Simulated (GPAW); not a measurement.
Set up this calculation in GPAW 26.7.0, as an ASE script.

| Property | Result |
| --- | --- |
| Task | single point |
| Functional | PBE |
| Potentials or basis | GPAW PAW data sets (gpaw-data 1.2.1) |
| Cutoff | 600 eV |
| Basis | pw |
| k mesh | 12 × 12 × 11 |
| Occupations | gaussian, width 0.019 eV |
| Spin | no spin polarisation |
| Maxiter | 150 |

The structure of Si lies in POSCAR:

```
Si
1.0
    2.6205428149      0.0000000000      0.0000000000
   -1.3102714075      2.2694566494      0.0000000000
    0.0000000000      0.0000000000      2.4663543900
Si
1
Direct
    0.0000000000      0.0000000000      0.0000000000
```

This isn't the form of Si at room conditions, which is diamond.

The input as run:

run.py

```python
from ase.dft.bandgap import bandgap
from ase.io import read, write
from ase.units import GPa
from gpaw import GPAW, PW

atoms = read('POSCAR')

calc = GPAW(mode=PW(600),
            xc='PBE',
            kpts={'size': (12, 12, 11), 'gamma': True},
            occupations={'name': 'methfessel-paxton', 'order': 0, 'width': 0.019000000000000003},
            nbands=8,
            convergence={'density': 1e-05, 'energy': 1e-05},
            maxiter=150,
            txt='gpaw.txt')
atoms.calc = calc
energy = atoms.get_potential_energy()
forces = atoms.get_forces()
stress = atoms.get_stress()
calc.write('gs.gpw')
write('result.traj', atoms)
print(f'Energy: {energy:.6f} eV')
print('Forces (eV/A):')
print(forces.round(4))
print('Stress (GPa):', (stress / GPa).round(3))
print('Fermi level:', round(calc.get_fermi_level(), 4), 'eV')
print(f'Gap: {bandgap(calc)[0]:.4f} eV, direct: {bandgap(calc, direct=True)[0]:.4f} eV')
```

Potentials or basis: GPAW PAW data sets (gpaw-data 1.2.1), pw.

Run with:

```bash
$ OMP_NUM_THREADS=1 python run.py
```

It gave:

The pressure is 3.6 GPa and the band gap on the k mesh is none (metal or under the smearing width).

It took 8.2 s on 1 thread of Arm Neoverse V1 (shared host), peak memory 0.13 GiB.
